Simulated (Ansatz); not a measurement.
## C4H6 (cyclobutene): the vertical ionisation energy from total energies

The species is C4H6 (10 atoms), meant as a singlet with charge 0. As SMILES, `C1=CCC1`. Geometry: relaxed at PBE0-D4/def2-TZVP.

Both states at this one shape; open shells run unrestricted unless said. 1 Eh = 27.2114 eV.

| level | program | singlet C4H6 (Eh) | doublet [C4H6]+ (Eh) | HOMO of the first (eV) |
| --- | --- | --- | --- | --- |
| B3LYP/def2-SVP | Ansatz | -155.860981 | -155.512823 | -6.87 |
| HSE06/def2-SVP | Ansatz | -155.660578 | -155.312803 | -6.73 |
| PBE-QIDH/def2-SVP, 4 core orbitals frozen | Ansatz | -155.602441 | -155.249853 | -8.86 |

Problem. Work out the vertical ionisation energy at each level.

Solution. 
1. B3LYP/def2-SVP: -155.512823 − (-155.860981) = 0.348158 Eh = 9.47 eV; −ε(HOMO) = 6.87 eV.
2. HSE06/def2-SVP: -155.312803 − (-155.660578) = 0.347775 Eh = 9.46 eV; −ε(HOMO) = 6.73 eV.
3. PBE-QIDH/def2-SVP: -155.249853 − (-155.602441) = 0.352588 Eh = 9.59 eV; −ε(HOMO) = 8.86 eV.

No measured value is set beside it here; the levels span 9.46 to 9.59 eV.
